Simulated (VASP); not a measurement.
# BaTiO3 (P4mm) in VASP: equation of state

How stiff is BaTiO3 in PBEsol, and what volume does it want? The cell is scaled to several volumes.

Program: VASP 6.6.1. These are calculated values, not measurements. Logs are shortened: lines on timing, memory, paths and dates and some standing lists are left out, and cuts for length are marked.

## 1. The structure

Symmetry: P4mm, No. 99, tetragonal system. The conventional cell has a = 4.000 Å, b = 4.000 Å, c = 4.018 Å, α = 90.00°, β = 90.00°, γ = 90.00°. Around Ba (site symmetry 4mm) lie 12 O at 2.79 to 2.88 Å. Around Ti (site symmetry 4mm) lie 6 O at 1.89 to 2.13 Å. Around O (site symmetry 2mm) lie 2 Ti at 2.00 Å. O (site symmetry 4mm) has 2 Ti at 1.89 to 2.13 Å as nearest neighbours.

## 2. Equation of state, PBEsol, 12.08 Å³/atom (volume scaled by 0.94)

Input file INCAR:

```
PREC = Accurate ; ENCUT = 520
EDIFF = 1E-7 ; ISMEAR = -1
SIGMA = 0.05 ; LREAL = False
LASPH = True ; NELM = 100
ALGO = Normal ; ISIF = 2
LWAVE = False ; LCHARG = False
GGA = PS ; NBANDS = 28
KPAR = 2
```

Input file KPOINTS:

```
Automatic mesh
0
Gamma
  7 7 7
```

Input file POSCAR:

```
BaTiO3
1.0
    3.9181485176      0.0000000000      0.0000000000
    0.0000000000      3.9181485176      0.0000000000
    0.0000000000      0.0000000000      3.9359769848
Ba Ti O
1 1 3
Direct
    0.0000000000      0.0000000000      0.0000000000
    0.5000000000      0.5000000000      0.4900000000
    0.0000000000      0.5000000000      0.5170000000
    0.5000000000      0.0000000000      0.5170000000
    0.5000000000      0.5000000000      0.0190000000
```

Potentials or basis: VASP PAW PBE potentials, release 64 (Ba_sv, Ti_sv, O).

Command:

```console
$ cat potpaw_PBE.64/Ba_sv/POTCAR potpaw_PBE.64/Ti_sv/POTCAR potpaw_PBE.64/O/POTCAR > POTCAR
$ mpirun -np 2 vasp_std > vasp.out
```

OUTCAR:

```text
PREC = Accurate
   ENCUT = 520
   EDIFF = 1E-7
   ISMEAR = -1
   LREAL = False
   LASPH = True
   NELM = 100
   ISIF = 2
   GGA = PS

 Found     40 irreducible k-points:

 Following reciprocal coordinates:
            Coordinates               Weight
  0.000000  0.000000  0.000000      1.000000
  0.142857  0.000000  0.000000      4.000000
  0.285714  0.000000  0.000000      4.000000
  0.428571  0.000000  0.000000      4.000000
  0.142857  0.142857  0.000000      4.000000
  0.285714  0.142857  0.000000      8.000000
   k-points           NKPTS =     40   k-points in BZ     NKDIM =     40   number of bands    NBANDS=     28
   number of dos      NEDOS =    301   number of ions     NIONS =      5
   total plane-waves  NPLWV =  27000
   dimension x,y,z NGX =    30 NGY =   30 NGZ =   30
   dimension x,y,z NGXF=    60 NGYF=   60 NGZF=   60
   ions per type =               1   1   3
   NGX,Y,Z   is equivalent  to a cutoff of  12.73, 12.73, 12.67 a.u.
   NGXF,Y,Z  is equivalent  to a cutoff of  25.46, 25.46, 25.34 a.u.
 SYSTEM =  unknown system
   PREC   = accura    normal or accurate (medium, high low for compatibility)
   ISTART =      0    job   : 0-new  1-cont  2-samecut
   ICHARG =      2    charge: 1-file 2-atom 10-const
   ISPIN  =      1    spin polarized calculation?
   LNONCOLLINEAR =      F non collinear calculations
   LSORBIT =      F    spin-orbit coupling
   LASPH  =      T    aspherical Exc in radial PAW
   ENCUT  =  520.0 eV  38.22 Ry    6.18 a.u.   7.29  7.29  7.32*2*pi/ulx,y,z
   NELM   =    100;   NELMIN=  2; NELMDL= -5     # of ELM steps
   EDIFF  = 0.1E-06   stopping-criterion for ELM
   LREAL  =      F    real-space projection
   EDIFFG = 0.1E-05   stopping-criterion for IOM
   NSW    =      0    number of steps for IOM
   IBRION =     -1    ionic relax: 0-MD 1-quasi-New 2-CG
   NFREE  =      0    steps in history (QN), initial steepest desc. (CG)
   ISIF   =      2    stress and relaxation
   ISYM   =      2    0-nonsym 1-usesym 2-fastsym
   POTIM  = 0.5000    time-step for ionic-motion
   TEBEG  =    0.0;   TEEND  =   0.0 temperature during run
   PSTRESS=    0.0 pullay stress
   NELECT =      40.0000    total number of electrons
   NUPDOWN=      -1.0000    fix difference up-down
   EMIN   =  10.00;   EMAX   =-10.00  energy-range for DOS
   EFERMI =   0.00;   METHOD = LEGACY
   ISMEAR =    -1;   SIGMA  =   0.05  broadening in eV -4-tet -1-fermi 0-gaus
   EFERMI_NEDOS =   21; number of points for ismear=-14 and -15
   IALGO  =     38    algorithm
   IMIX   =      4    mixing-type and parameters
     AMIX     =   0.40;   BMIX     =  1.00
     AMIX_MAG =   1.60;   BMIX_MAG =  1.00
  volume/ion in A,a.u.               =      12.08        81.55
  Fermi-wavevector in a.u.,A,eV,Ry     =   1.426779  2.696221 27.697358  2.035698
  Thomas-Fermi vector in A             =   2.547019
   LORBIT       =      0    0 simple, 1 ext, 2 COOP (PROOUT), +10 PAW based schemes
   GGA     = PS    functional components
   LHFCALC =     F    Hartree Fock is set to
   AEXX    =    0.0000 exact exchange contribution
   IVDW    =     0    specifies the selected vdW correction
   LEPSILON=     F    determine dielectric tensor
   LRPA    =     F    only Hartree local field effects (RPA)
 non-spin polarized calculation
  energy-cutoff  :      520.00
  volume of cell :       60.42
 maximum number of plane-waves:      1647
 NGX is ok and might be reduce to    30
   NGX = 15   NGY = 15   NGZ = 15

 number of electron      40.0000001 magnetization

 Free energy of the ion-electron system (eV)
  ---------------------------------------------------
  ext. energy  EPLUGINS =         0.00000000
  ---------------------------------------------------
  free energy    TOTEN  =       -41.89613841 eV

  energy without entropy =      -41.89613841  energy(sigma->0) =      -41.89613841

 E-fermi :   5.1319     XC(G=0): -11.8289

 val. band max:        4.0898310997   @ k =   0.4286   0.4286   0.4286
 cond. band min:       6.0358885389   @ k =   0.0000   0.0000   0.0000
 fundamental gap:      1.9460574392
 Fermi energy:         5.1319386805

 k-point     1 :       0.0000    0.0000    0.0000
  band No.  band energies     occupation
      1     -51.8734      2.00000
      2     -28.2740      2.00000
      3     -28.2351      2.00000
      4     -28.2351      2.00000
      5     -20.4886      2.00000
      6     -12.7805      2.00000
[... 20 lines left out ...]
     27       9.1881      0.00000
     28      11.9949      0.00000

 k-point     2 :       0.1429    0.0000    0.0000
  band No.  band energies     occupation
      1     -51.8731      2.00000
      2     -28.2734      2.00000
      3     -28.2491      2.00000
      4     -28.2345      2.00000
      5     -20.4571      2.00000
      6     -12.8151      2.00000
[... 20 lines left out ...]
     27       9.6030      0.00000
     28      12.4993      0.00000

 k-point     3 :       0.2857    0.0000    0.0000
  band No.  band energies     occupation
      1     -51.8724      2.00000
      2     -28.2807      2.00000
      3     -28.2720      2.00000
      4     -28.2332      2.00000
      5     -20.3846      2.00000
      6     -12.9728      2.00000
[... 20 lines left out ...]
     27      10.6795      0.00000
     28      12.7267      0.00000

 k-point     4 :       0.4286    0.0000    0.0000
  band No.  band energies     occupation
      1     -51.8719      2.00000
      2     -28.3056      2.00000
      3     -28.2710      2.00000
      4     -28.2322      2.00000
      5     -20.3247      2.00000
      6     -13.1339      2.00000
[... 20 lines left out ...]
     27      11.8010      0.00000
     28      12.5812      0.00000

 k-point     5 :       0.1429    0.1429    0.0000
  band No.  band energies     occupation
      1     -51.8728      2.00000
      2     -28.2728      2.00000
      3     -28.2489      2.00000
      4     -28.2480      2.00000
      5     -20.4278      2.00000
      6     -12.8157      2.00000
[... 20 lines left out ...]
     27       9.9665      0.00000
     28      12.6945      0.00000

 k-point     6 :       0.2857    0.1429    0.0000
  band No.  band energies     occupation
      1     -51.8722      2.00000
      2     -28.2798      2.00000
      3     -28.2714      2.00000
      4     -28.2470      2.00000
      5     -20.3605      2.00000
      6     -12.9061      2.00000
[... 20 lines left out ...]
     27      11.0664      0.00000
     28      13.0328      0.00000

 [... further k-points ...]

------------------------ aborting loop because EDIFF is reached ----------------------------------------

  FORCE on cell =-STRESS in cart. coord.  units (eV):
  Direction    XX          YY          ZZ          XY          YZ          ZX
  --------------------------------------------------------------------------------------
  -------------------------------------------------------------------------------------
  Total        3.5882196      3.5882196      4.0529775      0.0000000      0.0000000      0.0000000
  in kB       95.1426526     95.1426526    107.4658390      0.0000000      0.0000000      0.0000000
  external PRESSURE =      99.2503814 kB  Pullay stress =       0.0000000 kB

 VOLUME and BASIS-vectors are now :
 -----------------------------------------------------------------------------
  energy-cutoff  :      520.00
  volume of cell :       60.42
      direct lattice vectors                 reciprocal lattice vectors
     3.918148518  0.000000000  0.000000000     0.255222587  0.000000000  0.000000000
     0.000000000  3.918148518  0.000000000     0.000000000  0.255222587  0.000000000
     0.000000000  0.000000000  3.935976985     0.000000000  0.000000000  0.254066526

 POSITION                                       TOTAL-FORCE (eV/Angst)
 -----------------------------------------------------------------------------------
      0.00000      0.00000      0.00000         0.000000      0.000000      0.121536
      1.95907      1.95907      1.92863        -0.000000      0.000000      0.168218
      0.00000      1.95907      2.03490         0.000000      0.000000     -0.099268
      1.95907      0.00000      2.03490        -0.000000      0.000000     -0.099268
      1.95907      1.95907      0.07478        -0.000000     -0.000000     -0.091218
 -----------------------------------------------------------------------------------
    total drift:                                0.000000      0.000000      0.000319

  FREE ENERGIE OF THE ION-ELECTRON SYSTEM (eV)
  ---------------------------------------------------
  free  energy   TOTEN  =       -41.8961384138 eV

  energy  without entropy=      -41.8961384135  energy(sigma->0) =      -41.89613841
```

stdout:

```text
POSCAR found type information on POSCAR BaTiO
 POSCAR found :  3 types and       5 ions
 scaLAPACK will be used
 -----------------------------------------------------------------------------
|                                                                             |
|                                                                             |
|     You enforced a specific xc type in the INCAR file but a different       |
|     I HOPE YOU KNOW WHAT YOU ARE DOING!                                     |
|                                                                             |
 -----------------------------------------------------------------------------

 LDA part: xc-table for (Slater+PW92), standard interpolation
 POSCAR, INCAR and KPOINTS ok, starting setup
 FFT: planning ... GRIDC
 FFT: planning ... GRID_SOFT
 FFT: planning ... GRID
 WAVECAR not read
 entering main loop
```

Run time: 30 s. Hardware: 2 MPI ranks of Intel Xeon Platinum 8488C (Sapphire Rapids), shared host; peak memory 0.2 GiB.

Results:

| Property | Result |
| --- | --- |
| Free energy | -41.8961 eV |
| Pressure | 9.9 GPa |
| Largest force | 0.168 eV/Å |
| Band gap on the k mesh | 1.95 eV, indirect (least direct gap 2.08 eV) |

Caveat: the PAW data sets were made with another functional, which shifts forces and pressure a little; spin-orbit coupling is left out, which moves the levels of the heavy elements; an odd mesh through Γ misses points on the zone boundary, where band edges often lie.

## 3. Equation of state, PBEsol, 12.34 Å³/atom (volume scaled by 0.96)

INCAR is that of step 2.

KPOINTS is that of step 2.

Changes to POSCAR since step 2:

```diff
@@ -2,5 +2,5 @@
 1.0
-    3.9181485176      0.0000000000      0.0000000000
-    0.0000000000      3.9181485176      0.0000000000
-    0.0000000000      0.0000000000      3.9359769848
+    3.9457420220      0.0000000000      0.0000000000
+    0.0000000000      3.9457420220      0.0000000000
+    0.0000000000      0.0000000000      3.9636960459
 Ba Ti O
```

Potentials or basis: VASP PAW PBE potentials, release 64 (Ba_sv, Ti_sv, O).

Command:

```console
$ cat potpaw_PBE.64/Ba_sv/POTCAR potpaw_PBE.64/Ti_sv/POTCAR potpaw_PBE.64/O/POTCAR > POTCAR
$ mpirun -np 2 vasp_std > vasp.out
```

Run time: 30 s. Hardware: 2 MPI ranks of Intel Xeon Platinum 8488C (Sapphire Rapids), shared host; peak memory 0.2 GiB.

It converged, with:

| Quantity | Value |
| --- | --- |
| Free energy | -41.9593 eV |
| Pressure | 5.5 GPa |
| Largest force | 0.107 eV/Å |
| Band gap on the k mesh | 1.90 eV, indirect (least direct gap 2.06 eV) |

Caveat: the PAW data sets were made with another functional, which shifts forces and pressure a little; spin-orbit coupling is left out, which moves the levels of the heavy elements; an odd mesh through Γ misses points on the zone boundary, where band edges often lie.

## 4. Equation of state, PBEsol, 12.60 Å³/atom (volume scaled by 0.98)

INCAR is that of step 3.

KPOINTS is that of step 3.

Changes to POSCAR since step 3:

```diff
@@ -2,5 +2,5 @@
 1.0
-    3.9457420220      0.0000000000      0.0000000000
-    0.0000000000      3.9457420220      0.0000000000
-    0.0000000000      0.0000000000      3.9636960459
+    3.9729548958      0.0000000000      0.0000000000
+    0.0000000000      3.9729548958      0.0000000000
+    0.0000000000      0.0000000000      3.9910327445
 Ba Ti O
```

Command:

```console
$ cat potpaw_PBE.64/Ba_sv/POTCAR potpaw_PBE.64/Ti_sv/POTCAR potpaw_PBE.64/O/POTCAR > POTCAR
$ mpirun -np 2 vasp_std > vasp.out
```

Wall time 37 s (2 MPI ranks of Intel Xeon Platinum 8488C (Sapphire Rapids), shared host); peak memory 0.2 GiB.

It converged, with:

```yaml
Free_energy: -41.9886 eV
Pressure: 1.5 GPa
Largest_force: 0.194 eV/Å
Band_gap_on_the_k_mesh: 1.86 eV, indirect (least direct gap 2.04 eV)
```

Caveat: the PAW data sets were made with another functional, which shifts forces and pressure a little; spin-orbit coupling is left out, which moves the levels of the heavy elements; an odd mesh through Γ misses points on the zone boundary, where band edges often lie.

(Continued in part 2 of 2.)
